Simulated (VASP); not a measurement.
# AlN (P6_3/mmc) in VASP: equation of state, part 2 of 2

VASP 6.6.1.

**3. Equation of state, PBE, 9.55 Å³/atom (volume scaled by 0.96)**

INCAR reads:

```
SYSTEM = AlN
ALGO = Normal
EDIFF = 1E-7
ENCUT = 520
GGA = PE
ISIF = 2
ISMEAR = -1
LASPH = .TRUE.
LCHARG = .FALSE.
LREAL = .FALSE.
LWAVE = .FALSE.
NBANDS = 16
NELM = 80
PREC = Accurate
SIGMA = 0.05
```

KPOINTS reads:

```
k-points
0
G
  9 9 7
  0 0 0
```

POSCAR reads:

```
AlN
1.0
    3.2673519336      0.0000000000      0.0000000000
   -1.6336759668      2.8296097776      0.0000000000
    0.0000000000      0.0000000000      4.1309673730
Al N
2 2
Direct
    0.6666666667      0.3333333333      0.2500000000
    0.3333333333      0.6666666667      0.7500000000
    0.6666666667      0.3333333333      0.7500000000
    0.3333333333      0.6666666667      0.2500000000
```

Potentials or basis: VASP PAW PBE potentials, release 64 (Al, N).

Command:

```bash
$ cat potpaw_PBE.64/Al/POTCAR potpaw_PBE.64/N/POTCAR > POTCAR
$ mpirun -np 1 vasp_std > vasp.out
```

OUTCAR:

```text
SYSTEM = AlN
   EDIFF = 1E-7
   ENCUT = 520
   GGA = PE
   ISIF = 2
   ISMEAR = -1
   LASPH = .TRUE.
   LREAL = .FALSE.
   NELM = 80
   PREC = Accurate

 ion  position               nearest neighbor table
   1  0.667  0.333  0.250-   4 1.89   4 1.89   4 1.89   3 2.07   3 2.07   2 2.80   2 2.80   2 2.80
                             2 2.80   2 2.80   2 2.80
   2  0.333  0.667  0.750-   3 1.89   3 1.89   3 1.89   4 2.07   4 2.07   1 2.80   1 2.80   1 2.80
                             1 2.80   1 2.80   1 2.80
   3  0.667  0.333  0.750-   2 1.89   2 1.89   2 1.89   1 2.07   1 2.07
   4  0.333  0.667  0.250-   1 1.89   1 1.89   1 1.89   2 2.07   2 2.07

  LATTYP: Found a hexagonal cell.
 ALAT       =     3.2673519336
 C/A-ratio  =     1.2643166261

  Lattice vectors:

 A1 = (   3.2673519336,   0.0000000000,   0.0000000000)
 A2 = (  -1.6336759668,   2.8296097776,   0.0000000000)
 A3 = (   0.0000000000,   0.0000000000,   4.1309673730)

Analysis of symmetry for initial positions (statically):
=====================================================================
 Subroutine PRICEL returns:
 Original cell was already a primitive cell.

 Routine SETGRP: Setting up the symmetry group for a
 hexagonal supercell.

 Subroutine GETGRP returns: Found 24 space group operations
 (whereof 12 operations were pure point group operations)
 out of a pool of 24 trial point group operations.

The static configuration has the point symmetry D_3d.
 The point group associated with its full space group is D_6h.

Analysis of symmetry for dynamics (positions and initial velocities):
=====================================================================
 Subroutine PRICEL returns:
 Original cell was already a primitive cell.

 Routine SETGRP: Setting up the symmetry group for a
 hexagonal supercell.

 Subroutine GETGRP returns: Found 24 space group operations
 (whereof 12 operations were pure point group operations)
 out of a pool of 24 trial point group operations.

The dynamic configuration has the point symmetry D_3d.
[... 150 lines left out ...]
  Thomas-Fermi vector in A             =   2.360020
   LORBIT       =      0    0 simple, 1 ext, 2 COOP (PROOUT), +10 PAW based schemes
   GGA     = PE    functional components
   LHFCALC =     F    Hartree Fock is set to
   AEXX    =    0.0000 exact exchange contribution
   IVDW    =     0    specifies the selected vdW correction
   LEPSILON=     F    determine dielectric tensor
   LRPA    =     F    only Hartree local field effects (RPA)
 non-spin polarized calculation
  energy-cutoff  :      520.00
  volume of cell :       38.19
 maximum number of plane-waves:      1042
   NGX = 13   NGY = 13   NGZ = 15

 number of electron      16.0000002 magnetization

 Free energy of the ion-electron system (eV)
  ---------------------------------------------------
  ext. energy  EPLUGINS =         0.00000000
  ---------------------------------------------------
  free energy    TOTEN  =       -29.27400621 eV

  energy without entropy =      -29.27400621  energy(sigma->0) =      -29.27400621

 E-fermi :   9.3675     XC(G=0): -11.3427

 val. band max:        8.4184038987   @ k =   0.0000   0.0000   0.0000
 cond. band min:      11.9942411348   @ k =   0.0000   0.0000   0.0000
 fundamental gap:      3.5758372361
 Fermi energy:         9.3675079127

 k-point     1 :       0.0000    0.0000    0.0000
  band No.  band energies     occupation
      1      -8.6903      2.00000
      2      -4.8660      2.00000
      3       1.3008      2.00000
      4       5.0300      2.00000
      5       5.0300      2.00000
      6       6.7300      2.00000
[... 737 lines left out ...]
      3       1.5260      2.00000
      4       2.0726      2.00000
      5       4.9365      2.00000
      6       5.5556      2.00000
[... 8 lines left out ...]
     15      20.0238      0.00000
     16      20.0380      0.00000

 [... further k-points ...]

------------------------ aborting loop because EDIFF is reached ----------------------------------------

  FORCE on cell =-STRESS in cart. coord.  units (eV):
  Direction    XX          YY          ZZ          XY          YZ          ZX
  --------------------------------------------------------------------------------------
  -------------------------------------------------------------------------------------
  Total        2.3335306      2.3335306      1.8971297      0.0000000     -0.0000000      0.0000000
  in kB       97.8925997     97.8925997     79.5853967      0.0000000     -0.0000000      0.0000000
  external PRESSURE =      91.7901987 kB  Pullay stress =       0.0000000 kB

 VOLUME and BASIS-vectors are now :
 -----------------------------------------------------------------------------
  energy-cutoff  :      520.00
  volume of cell :       38.19
      direct lattice vectors                 reciprocal lattice vectors
     3.267351934  0.000000000  0.000000000     0.306058245  0.176702810  0.000000000
    -1.633675967  2.829609778  0.000000000     0.000000000  0.353405621  0.000000000
     0.000000000  0.000000000  4.130967373     0.000000000  0.000000000  0.242074049

 POSITION                                       TOTAL-FORCE (eV/Angst)
 -----------------------------------------------------------------------------------
      1.63368      0.94320      1.03274        -0.000000     -0.000000      0.000000
     -0.00000      1.88641      3.09823        -0.000000      0.000000      0.000000
      1.63368      0.94320      3.09823         0.000000      0.000000      0.000000
     -0.00000      1.88641      1.03274         0.000000     -0.000000      0.000000
 -----------------------------------------------------------------------------------
    total drift:                               -0.000000      0.000000     -0.000000

  FREE ENERGIE OF THE ION-ELECTRON SYSTEM (eV)
  ---------------------------------------------------
  free  energy   TOTEN  =       -29.2740062126 eV

  energy  without entropy=      -29.2740062126  energy(sigma->0) =      -29.27400621
```

OSZICAR:

```text
N       E                     dE             d eps       ncg     rms          rms(c)
DAV:   1     0.432133184729E+02    0.43213E+02   -0.73122E+03  1536   0.899E+02
DAV:   2    -0.306468159506E+02   -0.73860E+02   -0.67812E+02  2272   0.194E+02
DAV:   3    -0.338837738427E+02   -0.32370E+01   -0.32267E+01  1848   0.411E+01
DAV:   4    -0.339028257570E+02   -0.19052E-01   -0.19051E-01  1936   0.359E+00
DAV:   5    -0.339030769031E+02   -0.25115E-03   -0.25114E-03  1840   0.411E-01    0.120E+01
DAV:   6    -0.292988722128E+02    0.46042E+01   -0.90725E+00  1976   0.228E+01    0.400E+00
DAV:   7    -0.292934594848E+02    0.54127E-02   -0.77340E-01  1824   0.615E+00    0.291E+00
DAV:   8    -0.292820982064E+02    0.11361E-01   -0.84913E-02  1632   0.251E+00    0.852E-01
DAV:   9    -0.292735300670E+02    0.85681E-02   -0.17990E-02  1968   0.108E+00    0.273E-01
DAV:  10    -0.292741145770E+02   -0.58451E-03   -0.32015E-03  1768   0.367E-01    0.165E-01
DAV:  11    -0.292740047590E+02    0.10982E-03   -0.22629E-04  1824   0.121E-01    0.427E-02
DAV:  12    -0.292740066288E+02   -0.18698E-05   -0.16016E-05  1792   0.317E-02    0.719E-03
DAV:  13    -0.292740062079E+02    0.42098E-06   -0.53224E-06  1944   0.175E-02    0.650E-03
DAV:  14    -0.292740062126E+02   -0.47527E-08   -0.48153E-07  1760   0.618E-03
   1 F= -.29274006E+02 E0= -.29274006E+02  d E =-.211684E-10
```

Wall time 35 s (1 thread of Intel Xeon Platinum 8375C at 2.90GHz (Ice Lake), shared host); peak memory 0.15 GiB.

Results:

```
Free energy            : -29.2740 eV
Pressure               : 9.2 GPa
Band gap on the k mesh : 3.58 eV, direct
```

Caveat: an odd mesh through Γ misses points on the zone boundary, where band edges often lie.

**4. Equation of state, PBE, 9.75 Å³/atom (volume scaled by 0.98)**

INCAR reads:

```
SYSTEM = AlN
  PREC = Accurate
  ENCUT = 520
  EDIFF = 1E-7
  ISMEAR = -1
  SIGMA = 0.05
  LREAL = .False.
  LASPH = .True.
  NELM = 60
  ALGO = Normal
  ISIF = 2
  LWAVE = .False.
  LCHARG = .False.
  GGA = PE
  NBANDS = 16
```

KPOINTS reads:

```
regular mesh
0
Gamma
  9 9 7
  0 0 0
```

POSCAR reads:

```
AlN
1.0
    3.2898861073      0.0000000000      0.0000000000
   -1.6449430536      2.8491249445      0.0000000000
    0.0000000000      0.0000000000      4.1594577035
Al N
2 2
Direct
    0.6666666667      0.3333333333      0.2500000000
    0.3333333333      0.6666666667      0.7500000000
    0.6666666667      0.3333333333      0.7500000000
    0.3333333333      0.6666666667      0.2500000000
```

Command:

```bash
$ cat potpaw_PBE.64/Al/POTCAR potpaw_PBE.64/N/POTCAR > POTCAR
$ mpirun -np 1 vasp_std > vasp.out
```

Run time: 37 s. Hardware: 1 thread of Intel Xeon Platinum 8375C at 2.90GHz (Ice Lake), shared host; peak memory 0.15 GiB.

The run converged. Its results:

- Free energy: -29.3079 eV
- Pressure: 4.4 GPa
- Band gap on the k mesh: 3.42 eV, direct

Caveat: an odd mesh through Γ misses points on the zone boundary, where band edges often lie.

**5. Equation of state, PBE, 10.14 Å³/atom (volume scaled by 1.02)**

INCAR reads:

```
SYSTEM = AlN
PREC     = Accurate       ! precision mode
ENCUT    = 520            ! plane-wave cutoff, eV
EDIFF    = 1E-7           ! SCF threshold, eV
ISMEAR   = -1             ! smearing method
SIGMA    = 0.05           ! smearing width, eV
LREAL    = .FALSE.        ! projectors in reciprocal space
LASPH    = .TRUE.         ! aspherical terms in the spheres
NELM     = 100            ! most SCF steps
ALGO     = Normal         ! electronic algorithm
ISIF     = 2              ! what is computed and relaxed
LWAVE    = .FALSE.        ! write WAVECAR
LCHARG   = .FALSE.        ! write CHGCAR
GGA      = PE             ! functional
NBANDS   = 16             ! bands
```

KPOINTS reads:

```
Automatic mesh
0
G
  9 9 7
  0 0 0
```

POSCAR reads:

```
AlN
1.0
    3.3340509224      0.0000000000      0.0000000000
   -1.6670254612      2.8873727963      0.0000000000
    0.0000000000      0.0000000000      4.2152960135
Al N
2 2
Direct
    0.6666666667      0.3333333333      0.2500000000
    0.3333333333      0.6666666667      0.7500000000
    0.6666666667      0.3333333333      0.7500000000
    0.3333333333      0.6666666667      0.2500000000
```

Command:

```bash
$ cat potpaw_PBE.64/Al/POTCAR potpaw_PBE.64/N/POTCAR > POTCAR
$ mpirun -np 1 vasp_std > vasp.out
```

Wall time 48 s (1 thread of Intel Xeon Platinum 8375C at 2.90GHz (Ice Lake), shared host); peak memory 0.17 GiB.

Results (log left out):

| Item | Value |
| --- | --- |
| Free energy | -29.3094 eV |
| Pressure | -4.0 GPa |
| Band gap on the k mesh | 3.12 eV, direct |

Caveat: an odd mesh through Γ misses points on the zone boundary, where band edges often lie.

**6. Equation of state, PBE, 10.34 Å³/atom (volume scaled by 1.04)**

INCAR reads:

```
PREC = Accurate
ENCUT = 520
EDIFF = 1E-7
ISMEAR = -1
SIGMA = 0.05
LREAL = False
LASPH = True
NELM = 60
ALGO = Normal
ISIF = 2
LWAVE = False
LCHARG = False
GGA = PE
NBANDS = 16
```

KPOINTS reads:

```
regular mesh
0
Gamma
  9 9 7
```

POSCAR reads:

```
AlN
1.0
    3.3557012103      0.0000000000      0.0000000000
   -1.6778506052      2.9061224957      0.0000000000
    0.0000000000      0.0000000000      4.2426688325
Al N
2 2
Direct
    0.6666666667      0.3333333333      0.2500000000
    0.3333333333      0.6666666667      0.7500000000
    0.6666666667      0.3333333333      0.7500000000
    0.3333333333      0.6666666667      0.2500000000
```

Potentials or basis: VASP PAW PBE potentials, release 64 (Al, N).

Command:

```bash
$ cat potpaw_PBE.64/Al/POTCAR potpaw_PBE.64/N/POTCAR > POTCAR
$ mpirun -np 1 vasp_std > vasp.out
```

Run time: 54 s. Hardware: 1 thread of Intel Xeon Platinum 8375C at 2.90GHz (Ice Lake), shared host; peak memory 0.17 GiB.

Results (log left out):

```
Free energy            : -29.2812 eV
Pressure               : -7.5 GPa
Band gap on the k mesh : 2.97 eV, direct
```

Caveat: an odd mesh through Γ misses points on the zone boundary, where band edges often lie.

**7. Equation of state, PBE, 10.54 Å³/atom (volume scaled by 1.06)**

Edit INCAR of step 6 so:

```diff
@@ -7,3 +7,3 @@
 LASPH = True
-NELM = 60
+NELM = 100
 ALGO = Normal
```

KPOINTS reads:

```
Automatic mesh
0
Gamma
  9 9 7
```

POSCAR reads:

```
AlN
1.0
    3.3770756797      0.0000000000      0.0000000000
   -1.6885378398      2.9246333291      0.0000000000
    0.0000000000      0.0000000000      4.2696929295
Al N
2 2
Direct
    0.6666666667      0.3333333333      0.2500000000
    0.3333333333      0.6666666667      0.7500000000
    0.6666666667      0.3333333333      0.7500000000
    0.3333333333      0.6666666667      0.2500000000
```

Command:

```bash
$ cat potpaw_PBE.64/Al/POTCAR potpaw_PBE.64/N/POTCAR > POTCAR
$ mpirun -np 1 vasp_std > vasp.out
```

Run time: 46 s. Hardware: 1 thread of Intel Xeon Platinum 8375C at 2.90GHz (Ice Lake), shared host; peak memory 0.17 GiB.

Results (log left out):

```yaml
Free_energy: -29.2360 eV
Pressure: -10.8 GPa
Band_gap_on_the_k_mesh: 2.83 eV, direct
```

**8. Equation of state, PBE**

This step only gathers the single runs of the series.

What came out:

```
Equilibrium volume                        : 9.95 Å³/atom
Bulk modulus at fixed shape and positions : 207 GPa
Pressure derivative of the bulk modulus   : 4.0
```

Energy against volume, from the lowest point:
| volume (Å³/atom) | energy (meV/atom) |
| --- | --- |
| 9.349 | 26.01 |
| 9.548 | 11.24 |
| 9.747 | 2.77 |
| 9.946 | 0.00 |
| 10.145 | 2.39 |
| 10.344 | 9.45 |
| 10.543 | 20.74 |

Caveat: the cell was scaled at fixed shape and fractional positions, which overstates the stiffness of a crystal with free parameters, most of all of layers and chains.
